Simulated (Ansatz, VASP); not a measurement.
**Two plane-wave programs on HCl**

```
H Cl
1.0
     0.00000    2.60062    2.80594
     2.60062    0.00000    2.80594
     2.60062    2.60062    0.00000
H Cl
1 1
Direct
  0.00000 0.00000 0.00000
  0.50000 0.50000 0.50000
```

Change from the starting cell: strain -0.050 along x and y, +0.025 along z, atoms carried along.

Alike in both runs: task single point; functional PBEsol; k mesh 16 × 16 × 16; occupations gaussian, width 0.15 eV; no spin polarisation.

```csv
,VASP,Ansatz
version,VASP 6.6.1,Ansatz 0.2.0
potentials or method,"VASP PAW PBE potentials, release 64 (H, Cl)","scalar-relativistic, plane waves, PAW"
plane-wave cutoff (eV),520,420
valence electrons in the cell,8,8
```

|  | VASP | Ansatz | Ansatz less VASP |
| --- | --- | --- | --- |
| gap on the k mesh at the Fermi level (eV) | none | none | - |
| pressure (GPa) | -10.9 | -10.8 | +0.06 |
| largest component of the traceless stress (GPa) | 3.75 | 3.74 | -0.011 |

A gap of «none» marks a metal or a gap that the smearing closes. With one functional, cell and mesh, what is left measures potentials, basis and numerics.

Caveats: the PAW data sets were made with another functional, which shifts forces and pressure a little (VASP).
